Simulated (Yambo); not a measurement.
## Moving the volume of the cell in GaN

The structure is cubic, space group F-43m (No. 216). The conventional cell has a = 4.507 Å, b = 4.507 Å, c = 4.507 Å, α = 90.00°, β = 90.00°, γ = 90.00°. Around Ga (site symmetry -43m) lie 4 N at 1.95 Å. N (site symmetry -43m) has 4 Ga at 1.95 Å as nearest neighbours.

The cell is a database's computed one, not the measured one.

Kept alike: task optical spectrum; functional PBEsol; k mesh 6 × 6 × 6; occupations fixed; no spin polarisation. Program: Yambo, PseudoDojo 0.4.1 SR PBEsol standard, cutoff 1143 eV. The mesh is that of the run's cell of 2 atoms. No spin-orbit coupling.

```tsv
volume of cell, f (times the cell shown)	band gap (eV)
0.88	2.533
0.92	?
0.96	1.970
1	1.705
1.04	1.452
1.08	1.210
```

The cell shown is the unstrained one; x, y and z are its Cartesian axes; atoms keep their fractions. A gap read on the mesh alone can miss an edge between its points.

Question: Fit the rows shown and predict the run at 0.92 times the cell shown.

Answer: A least-squares parabola through the rows shown is band gap = 3.54059 f² - 13.5548 f + 11.7194 (largest miss 0.0002); at f = 0.92 it gives 2.246 eV. The run gave: band gap 2.246 eV.
